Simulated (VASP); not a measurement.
AsPt, 4 atoms in the cell. It takes space group P6_3mc (No. 186, hexagonal). Conventional cell: a = 4.005 Å, b = 4.005 Å, c = 6.799 Å, α = 90.00°, β = 90.00°, γ = 120.00°. Around As (site symmetry 3m) lie 4 Pt at 2.48 to 2.51 Å. Around Pt (site symmetry 3m) lie 4 As at 2.48 to 2.51 Å. The cell comes from a database or a generator and needn't be the stable form of this composition. The cell isn't the ideal one: P replaced by As, lengths x 1.030, strained and moved within the space group.

| Property | Result |
| --- | --- |
| Program | VASP 6.6.1 |
| Task | single point |
| Functional | PBE |
| Potentials or basis | VASP PAW PBE potentials, release 64 (As, Pt) |
| Cutoff | 520 eV |
| k mesh | 6 × 6 × 4 |
| Occupations | gaussian, width 0.1 eV |
| Spin | no spin polarisation |
| Dipole correction | no |
| Further INCAR settings | ALGO = Fast; EDIFF = 1e-06; NBANDS = 23 |

Potentials or basis: VASP PAW PBE potentials, release 64 (As, Pt).

Command:

```console
$ cat potpaw_PBE.64/As/POTCAR potpaw_PBE.64/Pt/POTCAR > POTCAR
$ mpirun -np 1 vasp_std > vasp.out
```

Hardware: 1 thread of Intel(R) Xeon(R) Platinum 8375C CPU @ 2.90GHz (Ice Lake), on a shared host.

How long does it take, and how much memory?

Run time: 44 s on 1 thread of Intel(R) Xeon(R) Platinum 8375C CPU @ 2.90GHz (Ice Lake) (shared host), peak memory 0.23 GiB. Counts: scf iterations 14, k points 21.
